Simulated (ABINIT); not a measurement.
# SnO2 (Pmmm) in ABINIT: single point with LDA

Aim: the single point of SnO2 with LDA.

Everything below comes from runs of ABINIT 10.8.3 (patched build). Logs are shortened: lines on timing, memory, paths and dates and some standing lists are left out, and cuts for length are marked. The log counts tension as positive stress, the text compression.

## 1. The cell of the first run

Symmetry: Pmmm, No. 47, orthorhombic system. Conventional cell: a = 2.940 Å, b = 4.829 Å, c = 5.813 Å, α = 90.00°, β = 90.00°, γ = 90.00°. Sn (site symmetry mmm) is surrounded by 4 O at 1.97 Å. O (site symmetry mm2) is surrounded by 2 Sn at 1.97 Å.

The cell was built by a generator and needn't be a form met in nature.

## 2. Single point, LDA (cell squeezed)

The input, run.abi:

```
pp_dirpath "./"
pseudos "Sn.upf, O.upf"

acell 3*1.0 Angstrom
rprim
     2.9403986206     0.0000000000     0.0000000000
     0.0000000000     4.8285922938     0.0000000000
     0.0000000000     0.0000000000     5.8131245108
ntypat 2
znucl 50 8
natom 3
typat 1 2 2
xred
     0.5000000000     0.5000000000     0.0000000000
     0.0000000000     0.5000000000     0.7757200000
     0.0000000000     0.5000000000     0.2242800000
chkprim 0
chksymtnons 0
tolsym 1.0e-6

ecut 1142.878222 eV

kptopt 1
ngkpt 7 4 4
nshiftk 1
shiftk 0.0 0.0 0.0

ixc 7

nband 21
occopt 3
tsmear 0.00183747

nstep 100
tolvrs 1.0e-10

iomode 3
prtwf 0
prteig 0
prtebands 0
enunit 2
prtden 1
prtvha 1
prtvclmb 1
prtpot 1
prtelf 1
```

Potentials or basis: PseudoDojo NC SR LDA v0.4 stringent.

Launch:

```sh
mpirun --bind-to none -np 4 abinit run.abi > log 2>&1
```

run.abo:

```text
.Version 10.8.3 of ABINIT
 Symmetries : space group Pm m m (# 47); Bravais oP (primitive ortho.)
================================================================================
 Values of the parameters that define the memory need of the present run
     intxc =       0    ionmov =       0      iscf =       7    lmnmax =       6
     lnmax =       6     mgfft =      72  mpssoang =       3    mqgrid =    3205
     natom =       3  nloc_mem =       1    nspden =       1   nspinor =       1
    nsppol =       1      nsym =       8    n1xccc =    2501    ntypat =       2
    occopt =       3   xclevel =       1
       mpw =        7264          nfft =      139968          nkpt =          36
================================================================================
================================================================================

--------------------------------------------------------------------------------
------------- Echo of variables that govern the present computation ------------
--------------------------------------------------------------------------------
 -outvars: echo values of preprocessed input variables --------
            acell      1.8897261259E+00  1.8897261259E+00  1.8897261259E+00 Bohr
              amu      1.18710000E+02  1.59994000E+01
          chkprim           0
      chksymtnons           0
             ecut      4.20000000E+01 Hartree
           enunit           2
              ixc           7
         kptrlatt        7    0    0      0    4    0      0    0    4
          kptrlen      3.64988680E+01
            natom           3
            nband          21
            ngfft          36      54      72
             nkpt          36
            nstep         100
             nsym           8
           ntypat           2
           occopt           3
        prtebands           0
           prteig           0
           prtelf           1
           prtpot           1
         prtvclmb           1
           prtvha           1
            prtwf           0
            rprim      2.9403986206E+00  0.0000000000E+00  0.0000000000E+00
                       0.0000000000E+00  4.8285922938E+00  0.0000000000E+00
                       0.0000000000E+00  0.0000000000E+00  5.8131245108E+00
          spgroup          47
           tolsym      1.00000000E-06
           tolvrs      1.00000000E-10
           tsmear      1.83747000E-03 Hartree
            typat      1  2  2
           xangst      1.4701993103E+00  2.4142961469E+00  0.0000000000E+00
                       0.0000000000E+00  2.4142961469E+00  4.5093569455E+00
                       0.0000000000E+00  2.4142961469E+00  1.3037675653E+00
            xcart      2.7782740470E+00  4.5623585045E+00  0.0000000000E+00
                       0.0000000000E+00  4.5623585045E+00  8.5214496310E+00
                       0.0000000000E+00  4.5623585045E+00  2.4637636302E+00
             xred      5.0000000000E-01  5.0000000000E-01  0.0000000000E+00
                       0.0000000000E+00  5.0000000000E-01  7.7572000000E-01
                       0.0000000000E+00  5.0000000000E-01  2.2428000000E-01
            znucl       50.00000    8.00000

================================================================================

 chkinp: Checking input parameters for consistency.

================================================================================
== DATASET  1 ==================================================================

--- !DatasetInfo
iteration_state: {dtset: 1, }
dimensions: {natom: 3, nkpt: 36, mband: 21, nsppol: 1, nspinor: 1, nspden: 1, mpw: 7264, }
cutoff_energies: {ecut:  42.0, pawecutdg:  -1.0, }
electrons: {nelect:   3.40000000E+01, charge:   0.00000000E+00, occopt:   3.00000000E+00, tsmear:   1.83747000E-03, }
meta: {optdriver: 0, ionmov: 0, optcell: 0, iscf: 7, paral_kgb: 0, }
...

 Exchange-correlation functional for the present dataset will be:
  LDA: Perdew-Wang 92 LSD fit to Ceperley-Alder data - ixc=7
  J.P.Perdew and Y.Wang, PRB 45, 13244 (1992)

 Real(R)+Recip(G) space primitive vectors, cartesian coordinates (Bohr,Bohr^-1):
 R(1)=  5.5565481  0.0000000  0.0000000  G(1)=  0.1799678  0.0000000  0.0000000
 R(2)=  0.0000000  9.1247170  0.0000000  G(2)=  0.0000000  0.1095924  0.0000000
 R(3)=  0.0000000  0.0000000 10.9852133  G(3)=  0.0000000  0.0000000  0.0910315
 Unit cell volume ucvol=  5.5697150E+02 bohr^3
 Angles (23,13,12)=  9.00000000E+01  9.00000000E+01  9.00000000E+01 degrees

 getcut: wavevector=  0.0000  0.0000  0.0000  ngfft=  36  54  72
         ecut(hartree)=     42.000   => boxcut(ratio)=   2.02854

--- Pseudopotential description ------------------------------------------------
- pspini: atom type   1  psp file is ./Sn.upf
12 -1012 2 -1 1608                            pspcod,pspxc,lmax,lloc,mmax
[... 58 lines left out ...]
lattice_vectors:
- [  5.5565481,   0.0000000,   0.0000000, ]
- [  0.0000000,   9.1247170,   0.0000000, ]
- [  0.0000000,   0.0000000,  10.9852133, ]
lattice_lengths: [   5.55655,    9.12472,   10.98521, ]
lattice_angles: [ 90.000,  90.000,  90.000, ] # degrees, (23, 13, 12)
lattice_volume:   5.5697150E+02
convergence: {deltae: -5.826E-12, res2:  1.102E-11, residm:  2.097E-05, diffor: null, }
etotal    :  -2.54451488E+02
entropy   :   0.00000000E+00
fermie    :  -8.27587262E-03
cartesian_stress_tensor: # hartree/bohr^3
- [ -1.39519375E-04,   0.00000000E+00,   0.00000000E+00, ]
- [  0.00000000E+00,   3.07004457E-05,   0.00000000E+00, ]
- [  0.00000000E+00,   0.00000000E+00,  -6.29375308E-05, ]
pressure_GPa:   1.6844E+00
xred      :
- [  5.0000E-01,   5.0000E-01,   0.0000E+00, Sn]
- [  0.0000E+00,   5.0000E-01,   7.7572E-01,  O]
- [  0.0000E+00,   5.0000E-01,   2.2428E-01,  O]
cartesian_forces: # hartree/bohr
- [ -0.00000000E+00,  -0.00000000E+00,  -0.00000000E+00, ]
- [ -0.00000000E+00,  -0.00000000E+00,  -1.22877163E-02, ]
- [ -0.00000000E+00,  -0.00000000E+00,   1.22877163E-02, ]
force_length_stats: {min:   0.00000000E+00, max:   1.22877163E-02, mean:   8.19181086E-03, }
...

 Integrated electronic density in atomic spheres:
 ------------------------------------------------
 Atom  Sphere_radius  Integrated_density
    1        2.00000         18.54216978
    2        2.00000          6.15638676
    3        2.00000          6.15638676
================================================================================

 ----iterations are completed or convergence reached----

 Mean square residual over all n,k,spin=   28.556E-09; max=  20.969E-06
 reduced coordinates (array xred) for    3 atoms
       0.500000000000      0.500000000000      0.000000000000
       0.000000000000      0.500000000000      0.775720000000
       0.000000000000      0.500000000000      0.224280000000
 rms dE/dt=  6.3632E-02; max dE/dt=  1.3498E-01; dE/dt below (all hartree)
    1       0.000000000000      0.000000000000      0.000000000000
    2       0.000000000000      0.000000000000      0.134983183869
    3       0.000000000000      0.000000000000     -0.134983183869

 cartesian coordinates (angstrom) at end:
    1      1.47019931030000     2.41429614690000     0.00000000000000
    2      0.00000000000000     2.41429614690000     4.50935694551778
    3      0.00000000000000     2.41429614690000     1.30376756528222

 cartesian forces (hartree/bohr) at end:
    1     -0.00000000000000    -0.00000000000000    -0.00000000000000
    2     -0.00000000000000    -0.00000000000000    -0.01228771628362
    3     -0.00000000000000    -0.00000000000000     0.01228771628362
 frms,max,avg= 5.7924850E-03 1.2287716E-02   0.000E+00  0.000E+00  0.000E+00 h/b

 cartesian forces (eV/Angstrom) at end:
    1     -0.00000000000000    -0.00000000000000    -0.00000000000000
    2     -0.00000000000000    -0.00000000000000    -0.63185977629466
    3     -0.00000000000000    -0.00000000000000     0.63185977629466
 frms,max,avg= 2.9786156E-01 6.3185978E-01   0.000E+00  0.000E+00  0.000E+00 e/A
 length scales=  1.889726125908  1.889726125908  1.889726125908 bohr
              =  1.000000000000  1.000000000000  1.000000000000 angstroms
 Fermi (or HOMO) energy (hartree) =  -0.00828   Average Vxc (hartree)=  -0.26470
 Eigenvalues (hartree) for nkpt=  36  k points:
 kpt#   1, nband= 21, wtk=  0.00893, kpt=  0.0000  0.0000  0.0000 (reduced coord)
  -4.73669   -3.12694   -3.11251   -3.11245   -0.82350   -0.78488   -0.78419   -0.78214
  -0.78212   -0.66448   -0.64317   -0.21422   -0.15118   -0.12662   -0.07588   -0.06532
  -0.05329    0.01303    0.14556    0.20594    0.22374
      occupation numbers for kpt#   1
   2.00000    2.00000    2.00000    2.00000    2.00000    2.00000    2.00000    2.00000
   2.00000    2.00000    2.00000    2.00000    2.00000    2.00000    2.00000    2.00000
   2.00000    0.00002    0.00000    0.00000    0.00000
 prteigrs : prtvol=0 or 1, do not print more k-points.

 Fermi (or HOMO) energy (eV) =  -0.22520   Average Vxc (eV)=  -7.20272
 Eigenvalues (   eV  ) for nkpt=  36  k points:
 kpt#   1, nband= 21, wtk=  0.00893, kpt=  0.0000  0.0000  0.0000 (reduced coord)
-128.89185  -85.08828  -84.69577  -84.69400  -22.40849  -21.35775  -21.33885  -21.28322
 -21.28262  -18.08139  -17.50160   -5.82935   -4.11394   -3.44550   -2.06482   -1.77754
  -1.45021    0.35461    3.96099    5.60387    6.08816
 prteigrs : prtvol=0 or 1, do not print more k-points.

--- !EnergyTerms
iteration_state     : {dtset: 1, }
comment             : Components of total free energy in Hartree
kinetic             :  9.94773203043857E+01
hartree             :  1.38623178797459E+02
xc                  : -3.50251935258357E+01
Ewald energy        : -7.71532598686028E+01
psp_core            :  2.44184975998292E+00
local_psp           : -3.70684091440799E+02
non_local_psp       : -1.21312919982529E+01
internal            : -2.54451487971663E+02
'-kT*entropy'       : -8.40424748922991E-09
total_energy        : -2.54451487980067E+02
total_energy_eV     : -6.92397772029020E+03
band_energy         : -4.02007695432309E+01
...

 Cartesian components of stress tensor (hartree/bohr^3)
  sigma(1 1)= -1.39519375E-04  sigma(3 2)=  0.00000000E+00
  sigma(2 2)=  3.07004457E-05  sigma(3 1)=  0.00000000E+00
  sigma(3 3)= -6.29375308E-05  sigma(2 1)=  0.00000000E+00

-Cartesian components of stress tensor (GPa)         [Pressure=  1.6844E+00 GPa]
- sigma(1 1)= -4.10480172E+00  sigma(3 2)=  0.00000000E+00
- sigma(2 2)=  9.03238298E-01  sigma(3 1)=  0.00000000E+00
- sigma(3 3)= -1.85168609E+00  sigma(2 1)=  0.00000000E+00

== END DATASET(S) ==============================================================
================================================================================

 -outvars: echo values of variables after computation  --------
            acell      1.8897261259E+00  1.8897261259E+00  1.8897261259E+00 Bohr
           etotal     -2.5445148798E+02
            fcart     -0.0000000000E+00 -0.0000000000E+00 -0.0000000000E+00
                      -0.0000000000E+00 -0.0000000000E+00 -1.2287716284E-02
                      -0.0000000000E+00 -0.0000000000E+00  1.2287716284E-02
            rprim      2.9403986206E+00  0.0000000000E+00  0.0000000000E+00
                       0.0000000000E+00  4.8285922938E+00  0.0000000000E+00
                       0.0000000000E+00  0.0000000000E+00  5.8131245108E+00
           strten     -1.3951937473E-04  3.0700445730E-05 -6.2937530848E-05
                       0.0000000000E+00  0.0000000000E+00  0.0000000000E+00
           xangst      1.4701993103E+00  2.4142961469E+00  0.0000000000E+00
                       0.0000000000E+00  2.4142961469E+00  4.5093569455E+00
                       0.0000000000E+00  2.4142961469E+00  1.3037675653E+00
             xred      5.0000000000E-01  5.0000000000E-01  0.0000000000E+00
                       0.0000000000E+00  5.0000000000E-01  7.7572000000E-01
                       0.0000000000E+00  5.0000000000E-01  2.2428000000E-01
 Calculation completed.
```

Wall time 92 s (4 MPI ranks of Intel Xeon Platinum 8259CL at 2.50GHz (Skylake/Cascade Lake), shared host); peak memory 0.4 GiB.

What came out:

* Free energy: -6923.9777 eV
* Pressure: 1.7 GPa
* Largest force: 0.632 eV/Å
* Band gap on the k mesh: 1.26 eV, indirect (least direct gap 1.80 eV)
* Valence electrons inside the program's atomic spheres: Sn 18.54; O 6.16

Forces in eV/Å, atoms in the order of the input:
```
Sn   0.000  0.000  0.000
O    0.000  0.000 -0.632
O    0.000  0.000  0.632
```

Caveat: spin-orbit coupling is left out, which moves the levels of the heavy elements; an odd mesh through Γ misses points on the zone boundary, where band edges often lie.
